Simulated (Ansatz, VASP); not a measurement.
# Cs: VASP beside Ansatz

```xyz
1
Lattice="-2.7154 2.7470 4.1505 2.7064 -2.7492 4.1459 2.7223 2.7561 -4.1520" Properties=species:S:1:pos:R:3 pbc="T T T"
Cs    0.0000    0.0000    0.0000
```

Change from the starting cell: cell sheared at random, sigma 0.01, atoms nudged by 0.01 Å.

Alike in both runs: task single point; functional PBE; k mesh 6 × 6 × 7; occupations fermi-dirac, width 0.05 eV; no spin polarisation.

|  | VASP | Ansatz |
| --- | --- | --- |
| version | VASP 6.6.1 | Ansatz 0.2.0 |
| potentials or method | VASP PAW PBE potentials, release 64 (Cs_sv), cutoff 520 eV | all-electron LAPW, scalar-relativistic |

|  | VASP | Ansatz | Ansatz less VASP |
| --- | --- | --- | --- |
| gap on the k mesh at the Fermi level (eV) | none | none | - |
| pressure (GPa) | -0.1 | -0.1 | +0.02 |

A gap of «none» marks a metal or a gap that the smearing closes. Ansatz ran all-electron here, so the differences hold the error of VASP's frozen core and of both bases.

The runs have no spin-orbit coupling, so splittings on Cs are missing.
